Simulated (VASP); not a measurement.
# TaN (P6_3/mmc) in VASP: a series of runs

The runs below take TaN through band structure, with AM05, TPSS, revTPSS.

All numbers are computed with VASP 6.6.1; they aren't measurements. Logs are shortened: lines on timing, memory, paths and dates and some standing lists are left out, and cuts for length are marked.

### 1 The crystal as given

Symmetry: P6_3/mmc, No. 194, hexagonal system. The conventional cell has a = 2.922 Å, b = 2.922 Å, c = 5.917 Å, α = 90.00°, β = 90.00°, γ = 120.00°. Ta (site symmetry -3m) is surrounded by 6 N at 2.24 Å. N (site symmetry -6m2) is surrounded by 6 Ta at 2.24 Å.

The cell comes from a database or a generator and needn't be the stable form of this composition.

### 2 Band structure, AM05

File INCAR:

```
PREC     = Accurate       # precision mode
ENCUT    = 520            # plane-wave cutoff, eV
EDIFF    = 1E-7           # SCF threshold, eV
ISMEAR   = -1             # smearing method
SIGMA    = 0.05           # smearing width, eV
LREAL    = F              # projectors in reciprocal space
LASPH    = T              # aspherical terms in the spheres
NELM     = 80             # most SCF steps
ALGO     = Fast           # electronic algorithm
ISIF     = 2              # what is computed and relaxed
LWAVE    = F              # write WAVECAR
LCHARG   = F              # write CHGCAR
LMAXMIX  = 4              # l up to which the mixer works
GGA      = AM             # functional
```

File KPOINTS:

```
regular mesh
0
Gamma
  10 10 5
```

File POSCAR:

```
TaN
1.0
    2.9217699809      0.0000000000      0.0000000000
   -1.4608849905      2.5303270275      0.0000000000
    0.0000000000      0.0000000000      5.9165150000
Ta N
2 2
Direct
    0.0000000000      0.0000000000      0.5000000000
    0.0000000000      0.0000000000      0.0000000000
    0.3333333333      0.6666666667      0.2500000000
    0.6666666667      0.3333333333      0.7500000000
```

File KPOINTS_OPT:

```
path GMKGALHA,LM,KH
10
line-mode
reciprocal
 0.0000000000  0.0000000000  0.0000000000  G
 0.5000000000  0.0000000000  0.0000000000  M

 0.5000000000  0.0000000000  0.0000000000  M
 0.3333333333  0.3333333333  0.0000000000  K

 0.3333333333  0.3333333333  0.0000000000  K
 0.0000000000  0.0000000000  0.0000000000  G

 0.0000000000  0.0000000000  0.0000000000  G
 0.0000000000  0.0000000000  0.5000000000  A

 0.0000000000  0.0000000000  0.5000000000  A
 0.5000000000  0.0000000000  0.5000000000  L

 0.5000000000  0.0000000000  0.5000000000  L
 0.3333333333  0.3333333333  0.5000000000  H

 0.3333333333  0.3333333333  0.5000000000  H
 0.0000000000  0.0000000000  0.5000000000  A

 0.5000000000  0.0000000000  0.5000000000  L
 0.5000000000  0.0000000000  0.0000000000  M

 0.3333333333  0.3333333333  0.0000000000  K
 0.3333333333  0.3333333333  0.5000000000  H
```

Potentials or basis: VASP PAW PBE potentials, release 64 (Ta_pv, N).

On the command line:

```
$ cat potpaw_PBE.64/Ta_pv/POTCAR potpaw_PBE.64/N/POTCAR > POTCAR
$ mpirun -np 1 vasp_std > vasp.out
```

OUTCAR:

```text
PREC = Accurate
   ENCUT = 520
   EDIFF = 1E-7
   ISMEAR = -1
   LREAL = F
   LASPH = T
   NELM = 80
   ISIF = 2
   GGA = AM

 ion  position               nearest neighbor table
   1  0.000  0.000  0.500-   3 2.24   4 2.24   4 2.24   3 2.24   4 2.24   3 2.24   2 2.96   2 2.96

   2  0.000  0.000  0.000-   3 2.24   4 2.24   4 2.24   3 2.24   4 2.24   3 2.24   1 2.96   1 2.96

   3  0.333  0.667  0.250-   1 2.24   2 2.24   1 2.24   2 2.24   1 2.24   2 2.24
   4  0.667  0.333  0.750-   1 2.24   2 2.24   1 2.24   2 2.24   1 2.24   2 2.24

  LATTYP: Found a hexagonal cell.
 ALAT       =     2.9217699809
 C/A-ratio  =     2.0249763119

  Lattice vectors:

 A1 = (   2.9217699809,   0.0000000000,   0.0000000000)
 A2 = (  -1.4608849905,   2.5303270275,   0.0000000000)
 A3 = (   0.0000000000,   0.0000000000,   5.9165150000)

Analysis of symmetry for initial positions (statically):
=====================================================================
 Subroutine PRICEL returns:
 Original cell was already a primitive cell.

 Routine SETGRP: Setting up the symmetry group for a
 hexagonal supercell.

 Subroutine GETGRP returns: Found 24 space group operations
 (whereof 12 operations were pure point group operations)
 out of a pool of 24 trial point group operations.

The static configuration has the point symmetry D_3d.
 The point group associated with its full space group is D_6h.

Analysis of symmetry for dynamics (positions and initial velocities):
=====================================================================
 Subroutine PRICEL returns:
 Original cell was already a primitive cell.

 Routine SETGRP: Setting up the symmetry group for a
 hexagonal supercell.

 Subroutine GETGRP returns: Found 24 space group operations
 (whereof 12 operations were pure point group operations)
 out of a pool of 24 trial point group operations.

The dynamic configuration has the point symmetry D_3d.
 The point group associated with its full space group is D_6h.

 Subroutine INISYM returns: Found 24 space group operations
 (whereof 12 operations are pure point group operations),
 and found     1 'primitive' translations

----------------------------------------------------------------------------------------

                                     Primitive cell

[... 87 lines left out ...]
   ICHARG =      2    charge: 1-file 2-atom 10-const
   ISPIN  =      1    spin polarized calculation?
   LNONCOLLINEAR =      F non collinear calculations
   LSORBIT =      F    spin-orbit coupling
   LASPH  =      T    aspherical Exc in radial PAW
   ENCUT  =  520.0 eV  38.22 Ry    6.18 a.u.   5.43  5.43 11.00*2*pi/ulx,y,z
   NELM   =     80;   NELMIN=  2; NELMDL= -5     # of ELM steps
   EDIFF  = 0.1E-06   stopping-criterion for ELM
   LREAL  =      F    real-space projection
   EDIFFG = 0.1E-05   stopping-criterion for IOM
   NSW    =      0    number of steps for IOM
   IBRION =     -1    ionic relax: 0-MD 1-quasi-New 2-CG
   NFREE  =      0    steps in history (QN), initial steepest desc. (CG)
   ISIF   =      2    stress and relaxation
   ISYM   =      2    0-nonsym 1-usesym 2-fastsym
   POTIM  = 0.5000    time-step for ionic-motion
   TEBEG  =    0.0;   TEEND  =   0.0 temperature during run
   PSTRESS=    0.0 pullay stress
   NELECT =      32.0000    total number of electrons
   NUPDOWN=      -1.0000    fix difference up-down
   EMIN   =  10.00;   EMAX   =-10.00  energy-range for DOS
   EFERMI =   0.00;   METHOD = LEGACY
   ISMEAR =    -1;   SIGMA  =   0.05  broadening in eV -4-tet -1-fermi 0-gaus
   EFERMI_NEDOS =   21; number of points for ismear=-14 and -15
   IALGO  =     68    algorithm
   IMIX   =      4    mixing-type and parameters
     AMIX     =   0.40;   BMIX     =  1.00
     AMIX_MAG =   1.60;   BMIX_MAG =  1.00
  volume/ion in A,a.u.               =      10.94        73.79
  Fermi-wavevector in a.u.,A,eV,Ry     =   1.475124  2.787581 29.606163  2.175992
  Thomas-Fermi vector in A             =   2.589812
   LORBIT       =      0    0 simple, 1 ext, 2 COOP (PROOUT), +10 PAW based schemes
   GGA     = AM    functional components
   LHFCALC =     F    Hartree Fock is set to
   AEXX    =    0.0000 exact exchange contribution
   IVDW    =     0    specifies the selected vdW correction
   LEPSILON=     F    determine dielectric tensor
   LRPA    =     F    only Hartree local field effects (RPA)
 non-spin polarized calculation
 RMM-DIIS sequential band-by-band and
  energy-cutoff  :      520.00
  volume of cell :       43.74
 maximum number of plane-waves:      1223
 NGX is ok and might be reduce to    24
   NGX = 11   NGY = 11   NGZ = 23

 number of electron      32.0000005 magnetization

 Free energy of the ion-electron system (eV)
  ---------------------------------------------------
  ext. energy  EPLUGINS =         0.00000000
  ---------------------------------------------------
  free energy    TOTEN  =       -45.80522605 eV

  energy without entropy =      -45.79519788  energy(sigma->0) =      -45.80021196

 E-fermi :   7.9424     XC(G=0): -13.4227

 val. band max:        7.9048949720   @ k =   0.1000   0.1000   0.4000
 cond. band min:       7.9517696524   @ k =   0.1000   0.0000   0.2000
 fundamental gap:      0.0468746804
 Fermi energy:         7.9423604998

 k-point     1 :       0.0000    0.0000    0.0000
  band No.  band energies     occupation
      1     -27.6352      2.00000
      2     -26.8871      2.00000
      3     -26.6323      2.00000
      4     -26.6323      2.00000
      5     -26.5713      2.00000
      6     -26.5713      2.00000
[... 541 lines left out ...]
     19      11.8436      0.00000
     20      12.6982      0.00000

 [... further k-points ...]
[... 5 lines left out ...]
  --------------------------------------------------------------------------------------
  -------------------------------------------------------------------------------------
  Total       -3.0133892     -3.0133892     -3.2405890      0.0000000      0.0000000      0.0000000
  in kB     -110.3766370   -110.3766370   -118.6986816      0.0000000      0.0000000      0.0000000
  external PRESSURE =    -113.1506518 kB  Pullay stress =       0.0000000 kB

 VOLUME and BASIS-vectors are now :
 -----------------------------------------------------------------------------
  energy-cutoff  :      520.00
  volume of cell :       43.74
      direct lattice vectors                 reciprocal lattice vectors
     2.921769981  0.000000000  0.000000000     0.342258291  0.197602916  0.000000000
    -1.460884991  2.530327027  0.000000000     0.000000000  0.395205833  0.000000000
     0.000000000  0.000000000  5.916515000     0.000000000  0.000000000  0.169018417

 POSITION                                       TOTAL-FORCE (eV/Angst)
 -----------------------------------------------------------------------------------
      0.00000      0.00000      2.95826         0.000000      0.000000     -0.000000
      0.00000      0.00000      0.00000        -0.000000      0.000000     -0.000000
     -0.00000      1.68688      1.47913        -0.000000      0.000000      0.000000
      1.46088      0.84344      4.43739         0.000000     -0.000000      0.000000
 -----------------------------------------------------------------------------------
    total drift:                               -0.000000      0.000000      0.000000

  FREE ENERGIE OF THE ION-ELECTRON SYSTEM (eV)
  ---------------------------------------------------
  free  energy   TOTEN  =       -45.8052260458 eV

  energy  without entropy=      -45.7951978836  energy(sigma->0) =      -45.80021196
```

OSZICAR:

```text
N       E                     dE             d eps       ncg     rms          rms(c)
DAV:   1     0.263574769055E+03    0.26357E+03   -0.17937E+04  1680   0.167E+03
DAV:   2    -0.363598922492E+02   -0.29993E+03   -0.29002E+03  1960   0.450E+02
DAV:   3    -0.502444157619E+02   -0.13885E+02   -0.13466E+02  2120   0.891E+01
[... 35 lines left out ...]
DAV:  10    -0.127391350372E+05   -0.10094E-07     1304
       N       E                     dE             ncg
DAV:   1     0.448248625479E+05   -0.90319E+04      240
DAV:   2     0.431318445068E+05   -0.16930E+04      296
DAV:   3     0.430708110066E+05   -0.61034E+02      288
DAV:   4     0.430698378176E+05   -0.97319E+00      328
DAV:   5     0.430698274817E+05   -0.10336E-01      300
DAV:   6     0.430698273486E+05   -0.13311E-03      300
DAV:   7     0.430698273450E+05   -0.36447E-05      300
DAV:   8     0.430698273449E+05   -0.50881E-07      236
```

Wall time 45 s (1 thread of Intel Xeon 6975P-C (Granite Rapids), shared host); peak memory 0.2 GiB.

What came out:

| Quantity | Value |
| --- | --- |
| Free energy | -45.8052 eV |
| Pressure | -11.3 GPa |
| Band gap along the path | none (metal or under the smearing width) |

Stress tensor (GPa, compression positive):
```
-11.04   0.00   0.00
  0.00 -11.04   0.00
  0.00   0.00 -11.87
```

Levels at the corners of the path, in eV from the Fermi level:
| point | band 13 | band 14 | band 15 | band 16 | band 17 | band 18 | band 19 | band 20 |
| --- | --- | --- | --- | --- | --- | --- | --- | --- |
| Γ | -3.47 | -1.95 | -1.95 | -0.23 | -0.23 | 0.55 | 0.55 | 2.36 |
| M | -4.13 | -3.72 | -2.77 | -2.12 | 2.81 | 3.96 | 4.82 | 5.16 |
| M | -4.13 | -3.72 | -2.77 | -2.12 | 2.81 | 3.96 | 4.82 | 5.18 |
| K | -5.91 | -3.84 | 0.20 | 0.20 | 0.97 | 0.97 | 2.01 | 4.93 |
| K | -5.91 | -3.84 | 0.20 | 0.20 | 0.97 | 0.97 | 2.01 | 4.93 |
| Γ | -3.47 | -1.95 | -1.95 | -0.23 | -0.23 | 0.55 | 0.55 | 2.36 |
| Γ | -3.47 | -1.95 | -1.95 | -0.23 | -0.23 | 0.55 | 0.55 | 2.36 |
| A | -3.83 | -3.83 | -0.66 | -0.66 | 0.99 | 0.99 | 0.99 | 0.99 |
| A | -3.83 | -3.83 | -0.66 | -0.66 | 0.99 | 0.99 | 0.99 | 0.99 |
| L | -4.32 | -4.32 | -2.21 | -2.21 | 3.86 | 3.86 | 4.76 | 4.76 |
| L | -4.32 | -4.32 | -2.21 | -2.21 | 3.86 | 3.86 | 4.76 | 4.76 |
| H | -5.69 | -5.69 | -0.44 | -0.44 | 2.72 | 2.72 | 3.12 | 3.12 |
| H | -5.69 | -5.69 | -0.44 | -0.44 | 2.72 | 2.72 | 3.12 | 3.12 |
| A | -3.83 | -3.83 | -0.66 | -0.66 | 0.99 | 0.99 | 0.99 | 0.99 |
| L | -4.32 | -4.32 | -2.21 | -2.21 | 3.86 | 3.86 | 4.76 | 4.76 |
| M | -4.13 | -3.72 | -2.77 | -2.12 | 2.81 | 3.96 | 4.82 | 5.17 |
| K | -5.91 | -3.84 | 0.20 | 0.20 | 0.97 | 0.97 | 2.01 | 4.93 |
| H | -5.69 | -5.69 | -0.44 | -0.44 | 2.72 | 2.72 | 3.12 | 3.12 |

Caveat: the PAW data sets were made with another functional, which shifts forces and pressure a little; spin-orbit coupling is left out, which moves the levels of the heavy elements.

### 3 Band structure, TPSS

File INCAR:

```
SYSTEM = TaN
PREC = Accurate
ENCUT = 520
EDIFF = 1E-6
ISMEAR = -1
SIGMA = 0.05
LREAL = .False.
LASPH = .True.
NELM = 60
ALGO = Normal
ISIF = 2
LWAVE = .False.
LCHARG = .False.
LMAXMIX = 4
METAGGA = TPSS
LMIXTAU = .True.
NBANDS = 24
```

File KPOINTS:

```
regular mesh
0
Gamma
  10 10 5
  0 0 0
```

POSCAR is that of step 2.

KPOINTS_OPT, as its differences from that of step 2:

```diff
@@ -1,3 +1,3 @@
 path GMKGALHA,LM,KH
-10
+15
 line-mode
```

Potentials or basis: VASP PAW PBE potentials, release 64 (Ta_pv, N).

On the command line:

```
$ cat potpaw_PBE.64/Ta_pv/POTCAR potpaw_PBE.64/N/POTCAR > POTCAR
$ mpirun -np 1 vasp_std > vasp.out
```

Wall time 6.3 min (1 thread of Intel Xeon Platinum 8488C (Sapphire Rapids), shared host); peak memory 0.2 GiB.

Results (log left out):

- Free energy: -51.2125 eV
- Pressure: -2.0 GPa
- Band gap along the path: none (metal or under the smearing width)

Stress tensor (GPa, compression positive):
```
-2.87  0.00  0.00
 0.00 -2.87  0.00
 0.00  0.00 -0.19
```

Levels at the corners of the path, in eV from the Fermi level:
```
point  band 12  band 13  band 14  band 15  band 16  band 17  band 18  band 19  band 20  band 21
    Γ    -4.31    -3.50    -2.00    -2.00    -0.20    -0.20     0.56     0.56     2.35     3.07
    M    -5.41    -4.16    -3.72    -2.83    -2.14     2.94     3.97     4.80     5.17     5.42
    M    -5.41    -4.16    -3.72    -2.83    -2.14     2.94     3.97     4.80     5.17     5.42
    K    -5.92    -5.92    -3.90     0.19     0.19     0.96     0.96     2.02     4.92     6.35
    K    -5.92    -5.92    -3.90     0.19     0.19     0.96     0.96     2.02     4.92     6.35
    Γ    -4.31    -3.50    -2.00    -2.00    -0.20    -0.20     0.56     0.56     2.35     3.07
    Γ    -4.31    -3.50    -2.00    -2.00    -0.20    -0.20     0.56     0.56     2.35     3.07
    A    -3.86    -3.86    -3.86    -0.65    -0.65     0.98     0.98     0.98     0.98     4.42
    A    -3.86    -3.86    -3.86    -0.65    -0.65     0.98     0.98     0.98     0.98     4.42
    L    -5.89    -4.36    -4.36    -2.22    -2.22     3.88     3.88     4.76     4.76     5.73
    L    -5.89    -4.36    -4.36    -2.22    -2.22     3.88     3.88     4.76     4.76     5.73
    H    -5.79    -5.72    -5.72    -0.45    -0.45     2.71     2.71     3.12     3.12     4.04
    H    -5.79    -5.72    -5.72    -0.45    -0.45     2.71     2.71     3.12     3.12     4.04
    A    -3.86    -3.86    -3.86    -0.65    -0.65     0.98     0.98     0.98     0.98     4.42
    L    -5.89    -4.36    -4.36    -2.22    -2.22     3.88     3.88     4.76     4.76     5.73
    M    -5.41    -4.16    -3.72    -2.83    -2.14     2.94     3.97     4.80     5.17     5.42
    K    -5.92    -5.92    -3.90     0.19     0.19     0.96     0.96     2.02     4.92     6.35
    H    -5.79    -5.72    -5.72    -0.45    -0.45     2.71     2.71     3.12     3.12     4.04
```

Caveat: the PAW data sets were made with another functional, which shifts forces and pressure a little; spin-orbit coupling is left out, which moves the levels of the heavy elements.

(Continued in part 2 of 2.)
